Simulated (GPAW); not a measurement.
# Fe (P6_3/mmc) in GPAW: a series of runs

Aim: see how the results for Fe move with the level of theory and the settings. Levels: PBEsol, PBEsol+D3, PBEsol+D3(BJ), PBEsol+D3(BJ)+ATM, PBEsol+D4. Tasks: relaxation of cell and atoms.

All numbers are computed with GPAW 26.7.0; they aren't measurements. Logs are shortened: lines on timing, memory, paths and dates and some standing lists are left out, and cuts for length are marked. The log counts tension as positive stress, the text compression.

### Step 1. Starting point

Symmetry: P6_3/mmc, No. 194, hexagonal system. Conventional cell: a = 2.434 Å, b = 2.434 Å, c = 3.842 Å, α = 90.00°, β = 90.00°, γ = 120.00°. Fe (site symmetry -6m2) is surrounded by 12 Fe at 2.38 to 2.43 Å.

This isn't the form of Fe at room conditions, which is bcc.

### Step 2. Relaxation of cell and atoms, PBEsol, collinear spin, ferromagnetic start

File run.py:

```python
from ase import Atoms
from ase.filters import FrechetCellFilter
from ase.io import write
from ase.optimize import BFGS
from gpaw import GPAW, PW, setup_paths

setup_paths.insert(0, '.')

atoms = Atoms(['Fe', 'Fe'],
              cell=[[2.4341575853, 0.0, 0.0],
                    [-1.2170787927, 2.1080423057, 0.0],
                    [0.0, 0.0, 3.84193447]],
              scaled_positions=[[0.6666666667, 0.3333333333, 0.75],
                                [0.3333333333, 0.6666666667, 0.25]],
              pbc=True)
atoms.set_initial_magnetic_moments([3.0, 3.0])

calc = GPAW(mode=PW(600),
            xc='PBEsol',
            kpts={'size': (9, 9, 5), 'gamma': True},
            occupations={'name': 'fermi-dirac', 'width': 0.05},
            nbands=19,
            convergence={'density': 1e-05, 'forces': 0.0001},
            maxiter=150,
            txt='gpaw.txt')
atoms.calc = calc
opt = BFGS(FrechetCellFilter(atoms), trajectory='relax.traj', logfile='-')
done = opt.run(fmax=0.02, steps=60)
calc.write('gs.gpw')
write('result.traj', atoms)
print('Converged:', done)
print('Cell:', atoms.cell.cellpar().round(4))
print('Volume:', round(atoms.get_volume(), 4))
print(atoms.get_scaled_positions().round(5))
```

Potentials or basis: PAW data sets generated in the run's folder for this functional, pw.

The run is started by

```sh
$ gpaw-setup -f PBEsol Fe
$ OMP_NUM_THREADS=1 python run.py
```

gpaw.txt:

```text
__  _  _
 | _ |_)|_||  |
 |__||  | ||/\| - 26.7.0

Input parameters:
  mode=PW(ecut=600.0),
  convergence={'density': 1e-05, 'forces': 0.0001},
  kpts=MonkhorstPack(size=(9, 9, 5), gamma=True),
  maxiter=150,
  nbands=19,
  occupations=Occupations(name='fermi-dirac', width=0.05),
  xc=XC(name='PBEsol')

Diagonalizing LCAO Hamiltonian
Converting LCAO to pw mode

          Fe

        Fe

Atoms  # Å, Bohr magnetons
|   | symbol |         x |        y |        z |    initial magnetic moments |
|---|--------|-----------|----------|----------|-----------------------------|
| 0 |     Fe |  1.217079 | 0.702681 | 2.881451 | ( 0.0000,  0.0000,  3.0000) |
| 1 |     Fe | -0.000000 | 1.405362 | 0.960484 | ( 0.0000,  0.0000,  3.0000) |

Unit cell  # Å
| periodic |         x |        y |        z |  lengths |     angles |
|----------|-----------|----------|----------|----------|------------|
|      yes |  2.434158 | 0.000000 | 0.000000 | 2.434158 |  90.000000 |
|      yes | -1.217079 | 2.108042 | 0.000000 | 2.434158 |  90.000000 |
|      yes |  0.000000 | 0.000000 | 3.841934 | 3.841934 | 120.000000 |

Number of symmetries: 12
Symmetry operations  # r_c * U_cc + t_c -> r_c
|    | kind |            matrix            |
|----|------|------------------------------|
|  0 |  σ   |  1, 1, 0,  0,-1, 0,  0, 0, 1 |
|  1 |  S6  |  1, 1, 0, -1, 0, 0,  0, 0,-1 |
|  2 |  E   |  1, 0, 0,  0, 1, 0,  0, 0, 1 |
|  3 |  C2  |  1, 0, 0, -1,-1, 0,  0, 0,-1 |
|  4 |  C2  |  0, 1, 0,  1, 0, 0,  0, 0,-1 |
|  5 |  C3  |  0, 1, 0, -1,-1, 0,  0, 0, 1 |
|  6 |  S6  |  0,-1, 0,  1, 1, 0,  0, 0,-1 |
|  7 |  σ   |  0,-1, 0, -1, 0, 0,  0, 0, 1 |
|  8 |  σ   | -1, 0, 0,  1, 1, 0,  0, 0, 1 |
|  9 |  i   | -1, 0, 0,  0,-1, 0,  0, 0,-1 |
| 10 |  C3  | -1,-1, 0,  1, 0, 0,  0, 0, 1 |
| 11 |  C2  | -1,-1, 0,  0, 1, 0,  0, 0,-1 |

BZ-sampling:
  Number of BZ points: 405
  Number of IBZ points: 50

  Monkhorst-Pack size: [9, 9, 5]
  Monkhorst-Pack shift: [0, 0, 0]

K-points  # in reciprocal-cell coordinates
|     |                                coordinates |     weight |
|-----|--------------------------------------------|------------|
|   0 | (  0.00000000,   0.00000000,   0.00000000) | 0.00246914 |
|   1 | (  0.00000000,   0.00000000,   0.20000000) | 0.00493827 |
|   2 | (  0.00000000,   0.00000000,   0.40000000) | 0.00493827 |
|   3 | (  0.11111111,   0.00000000,  -0.40000000) | 0.01481481 |
|   4 | (  0.11111111,   0.00000000,  -0.20000000) | 0.01481481 |
|   5 | (  0.11111111,   0.00000000,   0.00000000) | 0.01481481 |
|   6 | (  0.11111111,   0.00000000,   0.20000000) | 0.01481481 |
|   7 | (  0.11111111,   0.00000000,   0.40000000) | 0.01481481 |
|   8 | (  0.22222222,  -0.11111111,   0.00000000) | 0.01481481 |
|   9 | (  0.22222222,  -0.11111111,   0.20000000) | 0.02962963 |
| ... |                                            |            |
[... 135 lines left out ...]
Fermi level: 12.126
Eigenvalues  # (at kpt = [0.000, 0.000, 0.000])
| band index |      eig [eV] | occ [0-1] |      eig [eV] | occ [0-1] |
|------------|---------------|-----------|---------------|-----------|
|          0 |         2.803 |     1.000 |         2.803 |     1.000 |
|          1 |         6.885 |     1.000 |         6.885 |     1.000 |
|          2 |        10.313 |     1.000 |        10.313 |     1.000 |
|          3 |        10.313 |     1.000 |        10.313 |     1.000 |
|          4 |        10.474 |     1.000 |        10.474 |     1.000 |
|          5 |        10.813 |     1.000 |        10.813 |     1.000 |
[... 9 lines left out ...]
|         15 |        37.658 |     0.000 |        37.664 |     0.000 |
|         16 |        37.844 |     0.000 |        37.946 |     0.000 |
|        ... |               |           |               |           |
|         18 |        37.961 |     0.000 |        38.062 |     0.000 |

No gap
No difference between direct/indirect transitions

Stress tensor  # eV/Ang^3
|         x |         y |         z |
|-----------|-----------|-----------|
| -0.012653 | -0.000000 |  0.000000 |
[... 50 lines left out ...]
[... 126 lines left out ...]
Fermi level: 12.069
Eigenvalues  # (at kpt = [0.000, 0.000, 0.000])
| band index |      eig [eV] | occ [0-1] |      eig [eV] | occ [0-1] |
|------------|---------------|-----------|---------------|-----------|
|          0 |         2.766 |     1.000 |         2.766 |     1.000 |
|          1 |         6.850 |     1.000 |         6.850 |     1.000 |
|          2 |        10.266 |     1.000 |        10.266 |     1.000 |
|          3 |        10.266 |     1.000 |        10.266 |     1.000 |
|          4 |        10.420 |     1.000 |        10.420 |     1.000 |
|          5 |        10.761 |     1.000 |        10.761 |     1.000 |
[... 9 lines left out ...]
|         15 |        37.591 |     0.000 |        37.591 |     0.000 |
|         16 |        37.793 |     0.000 |        37.801 |     0.000 |
|        ... |               |           |               |           |
|         18 |        37.867 |     0.000 |        37.867 |     0.000 |

No gap
No difference between direct/indirect transitions

Stress tensor  # eV/Ang^3
|         x |         y |         z |
|-----------|-----------|-----------|
| -0.006463 | -0.000000 | -0.000000 |
| -0.000000 | -0.006463 | -0.000000 |
| -0.000000 |  0.000000 | -0.014766 |

Forces  # eV/Ang
|        x |        y |        z |
|----------|----------|----------|
| -0.00000 | -0.00000 | -0.00001 |  # Fe   0
|  0.00000 |  0.00000 |  0.00001 |  # Fe   1

Interpolating wave functions to new cell

          Fe

        Fe

Atoms  # Å, Bohr magnetons
|   | symbol |         x |        y |        z |    initial magnetic moments |
|---|--------|-----------|----------|----------|-----------------------------|
| 0 |     Fe |  1.219504 | 0.704081 | 2.893572 | ( 0.0000,  0.0000, -0.0000) |
| 1 |     Fe | -0.000000 | 1.408162 | 0.964524 | ( 0.0000,  0.0000, -0.0000) |

Unit cell  # Å
| periodic |         x |        y |         z |  lengths |     angles |
|----------|-----------|----------|-----------|----------|------------|
|      yes |  2.439009 | 0.000000 |  0.000000 | 2.439009 |  90.000000 |
|      yes | -1.219504 | 2.112243 | -0.000000 | 2.439009 |  90.000000 |
|      yes |  0.000000 | 0.000000 |  3.858096 | 3.858096 | 120.000000 |

Number of symmetries: 12
Symmetry operations  # r_c * U_cc + t_c -> r_c
|    | kind |            matrix            |
|----|------|------------------------------|
|  0 |  σ   |  1, 1, 0,  0,-1, 0,  0, 0, 1 |
|  1 |  S6  |  1, 1, 0, -1, 0, 0,  0, 0,-1 |
|  2 |  E   |  1, 0, 0,  0, 1, 0,  0, 0, 1 |
|  3 |  C2  |  1, 0, 0, -1,-1, 0,  0, 0,-1 |
|  4 |  C2  |  0, 1, 0,  1, 0, 0,  0, 0,-1 |
|  5 |  C3  |  0, 1, 0, -1,-1, 0,  0, 0, 1 |
|  6 |  S6  |  0,-1, 0,  1, 1, 0,  0, 0,-1 |
|  7 |  σ   |  0,-1, 0, -1, 0, 0,  0, 0, 1 |
|  8 |  σ   | -1, 0, 0,  1, 1, 0,  0, 0, 1 |
|  9 |  i   | -1, 0, 0,  0,-1, 0,  0, 0,-1 |
| 10 |  C3  | -1,-1, 0,  1, 0, 0,  0, 0, 1 |
| 11 |  C2  | -1,-1, 0,  0, 1, 0,  0, 0,-1 |

BZ-sampling:
  Number of BZ points: 405
  Number of IBZ points: 50

  Monkhorst-Pack size: [9, 9, 5]
  Monkhorst-Pack shift: [0, 0, 0]

K-points  # in reciprocal-cell coordinates
|     |                                coordinates |     weight |
|-----|--------------------------------------------|------------|
|   0 | (  0.00000000,   0.00000000,   0.00000000) | 0.00246914 |
|   1 | (  0.00000000,   0.00000000,   0.20000000) | 0.00493827 |
|   2 | (  0.00000000,   0.00000000,   0.40000000) | 0.00493827 |
|   3 | (  0.11111111,   0.00000000,  -0.40000000) | 0.01481481 |
|   4 | (  0.11111111,   0.00000000,  -0.20000000) | 0.01481481 |
|   5 | (  0.11111111,   0.00000000,   0.00000000) | 0.01481481 |
|   6 | (  0.11111111,   0.00000000,   0.20000000) | 0.01481481 |
|   7 | (  0.11111111,   0.00000000,   0.40000000) | 0.01481481 |
|   8 | (  0.22222222,  -0.11111111,   0.00000000) | 0.01481481 |
|   9 | (  0.22222222,  -0.11111111,   0.20000000) | 0.02962963 |
| ... |                                            |            |
[... 134 lines left out ...]
|          4 |        10.344 |     1.000 |        10.344 |     1.000 |
|          5 |        10.691 |     1.000 |        10.691 |     1.000 |
[... 9 lines left out ...]
|         15 |        37.473 |     0.000 |        37.473 |     0.000 |
|         16 |        37.701 |     0.000 |        37.702 |     0.000 |
|        ... |               |           |               |           |
|         18 |        37.729 |     0.000 |        37.729 |     0.000 |

No gap
No difference between direct/indirect transitions

Stress tensor  # eV/Ang^3
|        x |        y |         z |
|----------|----------|-----------|
| 0.001444 | 0.000000 |  0.000000 |
| 0.000000 | 0.001444 |  0.000000 |
| 0.000000 | 0.000000 | -0.001792 |

Forces  # eV/Ang
|        x |        y |        z |
|----------|----------|----------|
| -0.00000 |  0.00000 | -0.00000 |  # Fe   0
|  0.00000 | -0.00000 |  0.00000 |  # Fe   1

# Writing to gs.gpw (mode='')
```

It took 65 s on 1 thread of Arm Neoverse V2, shared host; peak memory 0.21 GiB.

What came out:

```yaml
Free_energy: -19.4119 eV
Relaxed_volume: 9.94 Å³/atom
Relaxed_cell: a = 2.439 Å, b = 2.439 Å, c = 3.858 Å, α = 90.00°, β = 90.00°, γ = 120.00°
Space_group_after_relaxing_to_0.05_Å: P6_3/mmc (No. 194)
Energy_gained_by_relaxing: 0.8 meV/atom
Ionic_steps: 3
Pressure_after_relaxing: -0.1 GPa
Band_gap_on_the_k_mesh: none (metal or under the smearing width)
Net_moment: 0.00 μB per cell
```

Step by step:
| step | energy change (eV) | largest force (eV/Å) | pressure (GPa) | volume (Å³) |
| --- | --- | --- | --- | --- |
| 1 | 0.0000 | 0.0000 | 2.63 | 19.71 |
| 2 | -0.0010 | 0.0000 | 1.48 | 19.78 |
| 3 | -0.0016 | 0.0000 | -0.06 | 19.88 |

Final structure:
```yaml
crystal:
  lattice:
    - [2.43901, 0.00000, 0.00000]
    - [-1.21950, 2.11224, 0.00000]
    - [0.00000, 0.00000, 3.85810]
  atoms:
    - { symbol: Fe, position: [0.66667, 0.33333, 0.75000] }
    - { symbol: Fe, position: [0.33333, 0.66667, 0.25000] }
```

Caveat: each step starts from the last one's moments, so a moment once lost doesn't come back; the starting moments collapsed, and a magnetic state may lie lower; later steps reuse the first step's grids.

(Part 1 of 2 ends here.)
